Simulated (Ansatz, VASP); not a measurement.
# Pt: VASP beside Ansatz

INCAR

```
PREC     = Accurate       # precision mode
ENCUT    = 600            # plane-wave cutoff, eV
EDIFF    = 1E-6           # SCF threshold, eV
ISMEAR   = -1             # smearing method
SIGMA    = 0.05           # smearing width, eV
LREAL    = F              # projectors in reciprocal space
LASPH    = T              # aspherical terms in the spheres
NELM     = 80             # most SCF steps
ALGO     = Normal         # electronic algorithm
ISIF     = 3              # what is computed and relaxed
LWAVE    = F              # write WAVECAR
LCHARG   = F              # write CHGCAR
GGA      = PS             # functional
IVDW     = 12             # dispersion correction
IBRION   = 2              # ionic algorithm
NSW      = 60             # ionic steps
EDIFFG   = -0.01          # ionic threshold
```

Contents of KPOINTS:

```
Automatic mesh
0
Gamma
  12 12 12
```

Contents of POSCAR:

```
Pt
1.0
    0.0000000000      1.9609000000      1.9609000000
    1.9609000000      0.0000000000      1.9609000000
    1.9609000000      1.9609000000      0.0000000000
Pt
1
Direct
    0.0000000000      0.0000000000      0.0000000000
```

Contents of input.yaml:

```yaml
crystal:
  lattice:
    - [0.0, 1.9609, 1.9609]
    - [1.9609, 0.0, 1.9609]
    - [1.9609, 1.9609, 0.0]
  atoms:
    - { symbol: Pt, position: [0.0, 0.0, 0.0] }
hamiltonian:
  xc: pbesol
  pseudopotentials: { kind: paw }
  dispersion: d3bj
kpoints:
  mp_grid: { grid: [12, 12, 12] }
scf:
  occupations: { method: fermi_dirac, width: 0.05 }
output:
  forces: true
  stress: true
relax:
  f_tol: 0.01
  max_steps: 40
  cell: { stress_tol: 0.05 }
```

Alike in both runs: task relaxation of cell and atoms; functional PBEsol; dispersion D3(BJ); k mesh 12 × 12 × 12; occupations fermi-dirac, width 0.05 eV; no spin polarisation.

|  | VASP | Ansatz |
| --- | --- | --- |
| version | VASP 6.6.1 | Ansatz 0.2.0 |
| potentials or method | VASP PAW PBE potentials, release 64 (Pt) | Ansatz PAW |
| plane-wave cutoff (eV) | 600 | 420 |
| valence electrons in the cell | 10 | 18 |

```csv
,VASP,Ansatz,Ansatz less VASP
relaxed volume (Å³/atom),14.62,14.63,+0.011
relaxed cell length with the largest relative difference (Å),2.745,2.746,+0.0007
energy change over the relaxation (meV/atom),-13,-12,+0.9
```

The two sets of potentials don't hold the same shells in valence.

Caveats: the PAW data sets were made with another functional, which shifts forces and pressure a little (VASP); pairwise dispersion overbinds metals, which lowers pressure and volume (VASP); the plane-wave basis is chosen anew once the cell has moved, so the energies of steps on either side of that aren't comparable (Ansatz); the PAW data sets come from PBE, with cores solved anew for the run's functional, which leaves a small shift of forces and pressure (Ansatz). Spin-orbit coupling is left out, which matters for the levels of Pt.
